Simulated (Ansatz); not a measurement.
Density of states of a WC cell (a crystal with C and W atoms exchanged, relaxed), per eV and atom, broadened by Gaussian smearing of width 0.1 eV and averaged over bins of 0.3 eV, from 8 eV under the Fermi level at most up to where the solved bands end.

Level of theory: Ansatz, DFT PBE, scalar-relativistic, plane waves, PAW.

Settings: cutoff 420 eV, Γ-centred mesh 5×6×6 on the computed 24-atom cell, Gaussian smearing of 0.10 eV; no spin polarisation.

```
CELL_PARAMETERS angstrom
-3.23517 -5.20327 -3.29572
-2.78000 4.75058 -2.95818
5.82185 0.16784 -2.92856
ATOMIC_POSITIONS crystal
C 0.35491 0.27546 0.25055
C 0.47446 0.93685 0.38696
W 0.15529 0.71944 0.26115
C 0.50524 0.44762 0.86874
C 0.14437 0.14188 0.60417
W 0.34414 0.85148 0.93230
C 0.98424 0.43643 0.44089
C 0.67268 0.11521 0.10044
W 0.84830 0.89995 0.44496
W 0.80713 0.38507 0.96166
W 0.98535 0.02774 0.06923
W 0.66105 0.72261 0.74229
C 0.34282 0.03293 0.22378
W 0.53319 0.60566 0.22921
W 0.21290 0.33315 0.92892
W 0.47225 0.10828 0.71141
C 0.15906 0.89702 0.59547
W 0.31414 0.44460 0.54508
C 0.01218 0.20117 0.39933
C 0.68241 0.88114 0.08232
C 0.86550 0.55143 0.28566
C 0.77689 0.07009 0.73141
W 0.00001 0.62256 0.74460
W 0.67019 0.27499 0.43401
```

```tsv
E − E_F (eV)	total	W 5d	C 2p	W 6s	C 2s
-7.90	0.314	0.075	0.183	0.030	0.018
-7.60	0.273	0.068	0.157	0.025	0.017
-7.30	0.324	0.091	0.179	0.028	0.019
-7.00	0.421	0.127	0.232	0.032	0.021
-6.70	0.397	0.124	0.214	0.032	0.018
-6.40	0.369	0.124	0.194	0.028	0.015
-6.10	0.333	0.120	0.166	0.026	0.015
-5.80	0.393	0.154	0.188	0.026	0.017
-5.50	0.442	0.183	0.208	0.026	0.017
-5.20	0.504	0.216	0.234	0.028	0.017
-4.90	0.483	0.215	0.218	0.025	0.016
-4.60	0.531	0.256	0.224	0.028	0.014
-4.30	0.503	0.264	0.192	0.026	0.012
-4.00	0.577	0.340	0.181	0.033	0.012
-3.70	0.622	0.388	0.179	0.033	0.012
-3.40	0.594	0.383	0.161	0.029	0.010
-3.10	0.653	0.435	0.164	0.029	0.011
-2.80	0.670	0.451	0.166	0.028	0.011
-2.50	0.647	0.438	0.158	0.025	0.011
-2.20	0.595	0.413	0.133	0.024	0.011
-1.90	0.607	0.426	0.129	0.024	0.011
-1.60	0.588	0.423	0.113	0.024	0.011
-1.30	0.567	0.401	0.110	0.024	0.012
-1.00	0.527	0.374	0.101	0.021	0.011
-0.70	0.498	0.354	0.097	0.018	0.010
-0.40	0.403	0.299	0.068	0.013	0.008
-0.10	0.364	0.279	0.053	0.012	0.007
0.20	0.401	0.308	0.059	0.014	0.008
0.50	0.436	0.338	0.060	0.014	0.010
0.80	0.426	0.335	0.055	0.012	0.011
1.10	0.467	0.363	0.061	0.014	0.014
```

The columns after the total are the largest Löwdin projections on the valence shells of the potentials, so they needn't add up, and the weight of a shell that a potential lacks goes to other orbitals. The cell has no gap on the mesh.

Spin-orbit coupling is left out, which matters for the bands of heavy elements.

This form isn't the usual stable structure of the compound.

Cost: 2 runs of about 21 core-minutes in all (earlier runs that led there not counted), on Arm Neoverse V1 (shared hosts).